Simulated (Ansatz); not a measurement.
# TiCo3: biaxial against axial strain

The task, for TiCo3: map the energy over biaxial and axial strain.

Program: Ansatz 0.2.0. Level of theory: DFT r2SCAN, scalar-relativistic, plane waves, PAW. These are calculated values, not measurements.

2 further runs of the same task are left out: 2 set aside as unsound or not needed.

### 1 The structure to begin with

The structure is cubic, space group Pm-3m (No. 221). The conventional cell has a = 3.587 Å, b = 3.587 Å, c = 3.587 Å, α = 90.00°, β = 90.00°, γ = 90.00°. Ti (site symmetry m-3m) is surrounded by 12 Co at 2.54 Å. Co (site symmetry 4/mmm) is surrounded by 4 Ti at 2.54 Å and 8 Co at 2.54 Å.

As a file:

```xyz
4
Lattice="3.5872 0.0000 0.0000 0.0000 3.5872 0.0000 0.0000 0.0000 3.5872" Properties=species:S:1:pos:R:3 pbc="T T T"
Ti    0.0000    0.0000    0.0000
Co    0.0000    1.7936    1.7936
Co    1.7936    0.0000    1.7936
Co    1.7936    1.7936    0.0000
```

This cell was relaxed beforehand with the same method: volume 11.54 Å³/atom, gap on the mesh none (metal), site moments up to 1.3 μB.

### 2 The reference cell

The reference gives a free energy of -17899.7142 eV, pressure -0.19 GPa, largest force 0.000 eV/Å and gap on the mesh none (metal). It was computed beforehand with the settings of the runs below.

### 3 Setting up biaxial against axial strain

The cell is strained by p along both x and y and by q along z, with fractional coordinates fixed.

### 4 p = -0.050, q = -0.050

Input file input.yaml:

```yaml
crystal:
  lattice:
    - [3.4078416968, 0.0, 0.0]
    - [0.0, 3.4078416968, 0.0]
    - [0.0, 0.0, 3.4078416968]
  atoms:
    - { symbol: Ti, position: [0.0, 0.0, 0.0], spin: -0.7 }
    - { symbol: Co, position: [0.0, 0.5, 0.5], spin: 1.46 }
    - { symbol: Co, position: [0.5, 0.0, 0.5], spin: 1.46 }
    - { symbol: Co, position: [0.5, 0.5, 0.0], spin: 1.46 }
basis:
  ecutwfc: 500
kpoints:
  mp_grid: { grid: [14, 14, 14] }
hamiltonian:
  xc: r2scan
scf:
  occupations: { method: gaussian, width: 0.15 }
output:
  forces: true
  stress: true
  eigenvalues: true
  populations: true
magnetization:
  spin_polarized: true
```

Launch:

```
$ ansatz run input.yaml --threads 2 --pin off --max-ram 5120MiB --backend cpu --events-out ev --progress --plain --runs-dir out
```

What it wrote, cut to the lines that bear on the results:

```text
Warning: RAYON_NUM_THREADS=2 ignored (pool sized by the plan → 2); use --threads N
[...]
Pseudopotentials: kind: paw
Pseudopotential: Ti, paw, valence charge 12, recommended cutoff 500 eV (meta_gga), Ti.paw.azcp
Pseudopotential: Co, paw, valence charge 17, recommended cutoff 500 eV (meta_gga), Co.paw.azcp
Functional definition: r2SCAN
[...]
Crystal: 4 atoms, lattice volume = 39.577 Å³
Basis set: ecut = 500 eV, 1021 PW (Γ), exchange–correlation on 100×100×100 points (64 copies of the dense FFT grid, shifted against one another)
Bands: 41, of which v1, the nominal top of the filled ones, is band 32 counted from 1 (31 counted from 0)
Symmetry: 48 space group operations
Space group: Pm-3m (ITA 221), of the structure as read, at distance tolerance 3.4e-5 Å
Magnetic group: BNS 221.92 (UNI 1594), of the structure as read, at distance tolerance 3.4e-5 Å
k-points: 120 of 2744
[...]
Starting moments: Σ|m| = 5.08 μB on 4 of 4 sites
[...]
SCF iter   1: F=—  HF=-17895.975409 eV  |F-HF|=—  |Δ(HF+E_count)|=         —  Δρ=7.50e-2 (↑6.46e-2 ↓7.50e-2)  dr2=4.40e0  dr2_τ=4.09e-2  dr2_m=8.14e-2  M=3.022 μB ∫|m|=4.428 μB  β_m=1.00  ethr=3.10e-3  ⟨swp⟩=5.2  Hψ=30403  notcnv=0
[...]
spin=Collinear: Kerker preconditioning applied to the charge; magnetization (m = ρ↑ − ρ↓) channel mixes plain (no charge-response kernel on spin).
[...]
SCF iter  17: F=-17898.932698 eV  HF=-17898.932698 eV  |F-HF|=1.26e-8  |Δ(HF+E_count)|=   3.47e-8  Δρ=1.03e-5 (↑5.14e-6 ↓1.03e-5)  dr2=5.40e-8  dr2_τ=7.00e-10  dr2_m=3.19e-9  M=2.729 μB ∫|m|=4.366 μB  ethr=6.13e-11  ⟨swp⟩=7.8  Hψ=37556  notcnv=0
[...]
this state was not tested for a lower state beside it, because the mixer in use, unlike msr1, does not test its closes by its own steps (another_mixer; see scf.mixing.algorithm and scf.lower_state_search)
SCF converged after 17 iterations
Magnetization: 2.7291 μB (32.8646 up, 30.1354 down)
Absolute magnetization: 4.3693 μB (∫|ρ↑−ρ↓|, with the PAW one-centre terms)
Spin contamination: 0.2572 ħ² per cell (⟨S²⟩ above its minimum at these occupations)
Per-site moments (μB) at R_I (Å): [(-0.43193531213801184, 0.9940045388697394), (1.173916004034171, 0.9940045388697394), (1.173916004034171, 0.9940045388697394), (1.1739160040341705, 0.9940045388697394)]
Free energy (F): -17898.932698 eV
[...]
E sigma→0 (E₀):  -17898.915533 eV
Entropy (-TS):   -0.034329 eV (-8.582 meV/atom)
Fermi energy:    21.754517 eV
[...]
--- Forces (eV/Å), atoms counted from 1 ---
  atom   1  Ti    -0.00000000     0.00000000     0.00000000
  atom   2  Co     0.00000000     0.00000000    -0.00000000
  atom   3  Co     0.00000000    -0.00000000    -0.00000000
  atom   4  Co     0.00000000    -0.00000000    -0.00000000
[...]
--- Stress (GPa, compression-positive) ---
       44.087599       0.000000       0.000000
       -0.000000      44.087599       0.000000
        0.000000      -0.000000      44.087599
  P = ⅓ Tr σ = 44.0876 GPa (440.876 kbar)
--- Band table (eV; the first three rows and the last of 240) ---
[...]
--- Löwdin populations: 4 sites ---
  site symbol       q [e]    m [muB]
     0     Ti     11.9550    -0.6137
     1     Co     16.7732     1.1753
     2     Co     16.7732     1.1753
     3     Co     16.7732     1.1753
  spilling = 0.011515 (of n_electrons = 63.000000)
```

Wall time 55 s (2 threads of Intel Xeon Platinum 8488C (Sapphire Rapids), shared host); peak memory 0.78 GiB.

Site by site:

| atom | moment in the atom's sphere (μB) | Löwdin electrons |
| --- | --- | --- |
| Ti1 | -0.43 | 11.96 |
| Co2 | 1.17 | 16.77 |
| Co3 | 1.17 | 16.77 |
| Co4 | 1.17 | 16.77 |

The Löwdin counts miss 0.73 of the 63 electrons, which the atomic orbitals do not span, so they are no charges.

### 5 Point p = -0.050, q = 0.000

input.yaml, as its differences from that of step 4:

```diff
@@ -4,3 +4,3 @@
     - [0.0, 3.4078416968, 0.0]
-    - [0.0, 0.0, 3.4078416968]
+    - [0.0, 0.0, 3.5872017861]
   atoms:
```

Launch:

```
$ ansatz run input.yaml --threads 2 --pin off --max-ram 5120MiB --backend cpu --events-out ev --progress --plain --runs-dir out
```

What it wrote, cut to the lines that bear on the results:

```text
Warning: RAYON_NUM_THREADS=2 ignored (pool sized by the plan → 2); use --threads N
[...]
[... 4 set-up lines as earlier in the session ...]
[...]
Crystal: 4 atoms, lattice volume = 41.660 Å³
Basis set: ecut = 500 eV, 1053 PW (Γ), exchange–correlation on 100×100×108 points (64 copies of the dense FFT grid, shifted against one another)
Bands: 41, of which v1, the nominal top of the filled ones, is band 32 counted from 1 (31 counted from 0)
Symmetry: 16 space group operations
Space group: P4/mmm (ITA 123), of the structure as read, at distance tolerance 3.5e-5 Å
Magnetic group: BNS 123.339 (UNI 999), of the structure as read, at distance tolerance 3.5e-5 Å
k-points: 288 of 2744
[...]
Starting moments: Σ|m| = 5.08 μB on 4 of 4 sites
[...]
Free energy (F): -17899.362031 eV
[...]
E sigma→0 (E₀):  -17899.344535 eV
Entropy (-TS):   -0.034993 eV (-8.748 meV/atom)
Fermi energy:    20.575287 eV
[...]
--- Forces (eV/Å), atoms counted from 1 ---
  atom   1  Ti    -0.00000000     0.00000000     0.00000000
  atom   2  Co     0.00000000     0.00000000     0.00000000
  atom   3  Co     0.00000000    -0.00000000    -0.00000000
  atom   4  Co    -0.00000000    -0.00000000    -0.00000000
[...]
--- Stress (GPa, compression-positive) ---
       28.178487      -0.000000      -0.000000
       -0.000000      28.178487      -0.000000
       -0.000000      -0.000000      23.034339
  P = ⅓ Tr σ = 26.4638 GPa (264.638 kbar)
--- Band table (eV; the first three rows and the last of 576) ---
[...]
--- Löwdin populations: 4 sites ---
  site symbol       q [e]    m [muB]
     0     Ti     11.9278    -0.6817
     1     Co     16.7504     1.3161
     2     Co     16.7504     1.3161
     3     Co     16.8111     1.0178
  spilling = 0.012069 (of n_electrons = 63.000000)
```

Wall time 2.6 min (2 threads of Intel Xeon Platinum 8488C (Sapphire Rapids), shared host); peak memory 1.2 GiB.

### 6 Point p = -0.050, q = 0.050

input.yaml, as its differences from that of step 5:

```diff
@@ -4,3 +4,3 @@
     - [0.0, 3.4078416968, 0.0]
-    - [0.0, 0.0, 3.5872017861]
+    - [0.0, 0.0, 3.7665618754]
   atoms:
```

Launch:

```
$ ansatz run input.yaml --threads 2 --pin off --max-ram 5120MiB --backend cpu --events-out ev --progress --plain --runs-dir out
```

What it wrote, cut to the lines that bear on the results:

```text
[...]
this state was not tested for a lower state beside it, because the mixer in use, unlike msr1, does not test its closes by its own steps (another_mixer; see scf.mixing.algorithm and scf.lower_state_search)
SCF converged after 23 iterations
Magnetization: 2.7998 μB (32.8999 up, 30.1001 down)
Absolute magnetization: 4.7079 μB (∫|ρ↑−ρ↓|, with the PAW one-centre terms)
Spin contamination: 0.3424 ħ² per cell (⟨S²⟩ above its minimum at these occupations)
Per-site moments (μB) at R_I (Å): [(-0.4710161470545431, 0.9940045388697394), (1.4511888701104794, 0.9940045388697394), (1.4511888701104778, 0.9940045388697394), (0.8217783856366476, 0.9940045388697394)]
Free energy (F): -17899.559752 eV
[...]
E sigma→0 (E₀):  -17899.542988 eV
Entropy (-TS):   -0.033527 eV (-8.382 meV/atom)
Fermi energy:    19.499722 eV
[...]
--- Forces (eV/Å), atoms counted from 1 ---
  atom   1  Ti    -0.00000000    -0.00000000     0.00000000
  atom   2  Co     0.00000000    -0.00000000     0.00000000
  atom   3  Co     0.00000000    -0.00000000     0.00000000
  atom   4  Co     0.00000000     0.00000000     0.00000000
[...]
--- Stress (GPa, compression-positive) ---
       15.799321       0.000000       0.000000
        0.000000      15.799321       0.000000
        0.000000       0.000000       8.191301
  P = ⅓ Tr σ = 13.2633 GPa (132.633 kbar)
--- Band table (eV; the first three rows and the last of 576) ---
[...]
--- Löwdin populations: 4 sites ---
  site symbol       q [e]    m [muB]
     0     Ti     11.8983    -0.6959
     1     Co     16.7307     1.4463
     2     Co     16.7307     1.4463
     3     Co     16.8474     0.8304
  spilling = 0.012588 (of n_electrons = 63.000000)
```

Wall time 2.8 min (2 threads of Intel Xeon Platinum 8488C (Sapphire Rapids), shared host); peak memory 1.3 GiB.

### 7 At p = 0.000, q = -0.050

input.yaml, as its differences from that of step 6:

```diff
@@ -2,5 +2,5 @@
   lattice:
-    - [3.4078416968, 0.0, 0.0]
-    - [0.0, 3.4078416968, 0.0]
-    - [0.0, 0.0, 3.7665618754]
+    - [3.5872017861, 0.0, 0.0]
+    - [0.0, 3.5872017861, 0.0]
+    - [0.0, 0.0, 3.4078416968]
   atoms:
```

Launch:

```
$ ansatz run input.yaml --threads 2 --pin off --max-ram 5120MiB --backend cpu --events-out ev --progress --plain --runs-dir out
```

What it wrote, cut to the lines that bear on the results:

```text
Warning: RAYON_NUM_THREADS=2 ignored (pool sized by the plan → 2); use --threads N
[...]
[... 4 set-up lines as earlier in the session ...]
[...]
Crystal: 4 atoms, lattice volume = 43.852 Å³
Basis set: ecut = 500 eV, 1125 PW (Γ), exchange–correlation on 108×108×100 points (64 copies of the dense FFT grid, shifted against one another)
Bands: 41, of which v1, the nominal top of the filled ones, is band 32 counted from 1 (31 counted from 0)
[... 2 set-up lines as earlier in the session ...]
Magnetic group: BNS 123.339 (UNI 999), of the structure as read, at distance tolerance 3.5e-5 Å
k-points: 288 of 2744
[...]
Starting moments: Σ|m| = 5.08 μB on 4 of 4 sites
[...]
Free energy (F): -17899.625205 eV
[...]
E sigma→0 (E₀):  -17899.607587 eV
Entropy (-TS):   -0.035238 eV (-8.809 meV/atom)
Fermi energy:    19.450853 eV
[...]
--- Forces (eV/Å), atoms counted from 1 ---
  atom   1  Ti     0.00000000    -0.00000000     0.00000000
  atom   2  Co     0.00000000    -0.00000000     0.00000000
  atom   3  Co     0.00000000    -0.00000000     0.00000000
  atom   4  Co     0.00000000     0.00000000     0.00000000
[...]
--- Stress (GPa, compression-positive) ---
       11.067909       0.000000       0.000000
        0.000000      11.067909       0.000000
        0.000000       0.000000      13.307310
  P = ⅓ Tr σ = 11.8144 GPa (118.144 kbar)
--- Band table (eV; the first three rows and the last of 576) ---
[...]
--- Löwdin populations: 4 sites ---
  site symbol       q [e]    m [muB]
     0     Ti     11.9052    -0.7795
     1     Co     16.7918     1.1709
     2     Co     16.7918     1.1709
     3     Co     16.7215     1.4536
  spilling = 0.012534 (of n_electrons = 63.000000)
```

Run time: 2.8 min. Hardware: 2 threads of Intel Xeon Platinum 8488C (Sapphire Rapids), shared host; peak memory 1.3 GiB.

### 8 At p = 0.000, q = 0.050

input.yaml, as its differences from that of step 7:

```diff
@@ -4,3 +4,3 @@
     - [0.0, 3.5872017861, 0.0]
-    - [0.0, 0.0, 3.4078416968]
+    - [0.0, 0.0, 3.7665618754]
   atoms:
```

Launch:

```
$ ansatz run input.yaml --threads 2 --pin off --max-ram 5120MiB --backend cpu --events-out ev --progress --plain --runs-dir out
```

What it wrote, cut to the lines that bear on the results:

```text
Warning: RAYON_NUM_THREADS=2 ignored (pool sized by the plan → 2); use --threads N
[...]
[... 4 set-up lines as earlier in the session ...]
[...]
Crystal: 4 atoms, lattice volume = 48.468 Å³
Basis set: ecut = 500 eV, 1261 PW (Γ), exchange–correlation on 108×108×120 points (64 copies of the dense FFT grid, shifted against one another)
Bands: 41, of which v1, the nominal top of the filled ones, is band 32 counted from 1 (31 counted from 0)
[... 1 set-up line as earlier in the session ...]
Space group: P4/mmm (ITA 123), of the structure as read, at distance tolerance 3.6e-5 Å
Magnetic group: BNS 123.339 (UNI 999), of the structure as read, at distance tolerance 3.6e-5 Å
k-points: 288 of 2744
[...]
Starting moments: Σ|m| = 5.08 μB on 4 of 4 sites
[...]
Free energy (F): -17899.640176 eV
[...]
E sigma→0 (E₀):  -17899.622380 eV
Entropy (-TS):   -0.035593 eV (-8.898 meV/atom)
Fermi energy:    17.427999 eV
[...]
--- Forces (eV/Å), atoms counted from 1 ---
  atom   1  Ti    -0.00000000     0.00000000     0.00000000
  atom   2  Co     0.00000000     0.00000000     0.00000000
  atom   3  Co     0.00000000    -0.00000000    -0.00000000
  atom   4  Co    -0.00000000    -0.00000000    -0.00000000
[...]
--- Stress (GPa, compression-positive) ---
       -7.944559      -0.000000      -0.000000
       -0.000000      -7.944559      -0.000000
       -0.000000      -0.000000      -9.763661
  P = ⅓ Tr σ = -8.5509 GPa (-85.509 kbar)
--- Band table (eV; the first three rows and the last of 576) ---
[...]
--- Löwdin populations: 4 sites ---
  site symbol       q [e]    m [muB]
     0     Ti     11.8661    -0.9878
     1     Co     16.7404     1.4702
     2     Co     16.7404     1.4702
     3     Co     16.8116     1.1712
  spilling = 0.013356 (of n_electrons = 63.000000)
```

Run time: 3.1 min. Hardware: 2 threads of Intel Xeon Platinum 8488C (Sapphire Rapids), shared host; peak memory 1.4 GiB.

### 9 The scan collected

Energy above the undisturbed cell in meV/atom; points alike by symmetry are filled in, and a dash was not computed:

```csv
p \ q,-0.050,-0.025,0.000,0.025,0.050
-0.050,195.4,–,88.0,–,38.6
-0.025,–,–,–,–,–
0.000,22.3,–,0.0,–,18.5
0.025,–,–,–,–,–
0.050,–,–,–,–,–
```

Pressure in GPa:

| p \ q | -0.050 | -0.025 | 0.000 | 0.025 | 0.050 |
| --- | --- | --- | --- | --- | --- |
| -0.050 | 44.1 | – | 26.5 | – | 13.3 |
| -0.025 | – | – | – | – | – |
| 0.000 | 11.8 | – | -0.2 | – | -8.6 |
| 0.025 | – | – | – | – | – |
| 0.050 | – | – | – | – | – |

### 10 Outcome

```
                         quantity                                        value
                    highest point  195.4 meV/atom at (p, q) = (-0.050, -0.050)
lowest point away from the origin              18.5 meV/atom at (0.000, 0.050)
```

The undisturbed cell is the lowest computed point. Other magnetic orders or occupations could lie lower; they were not searched in full.
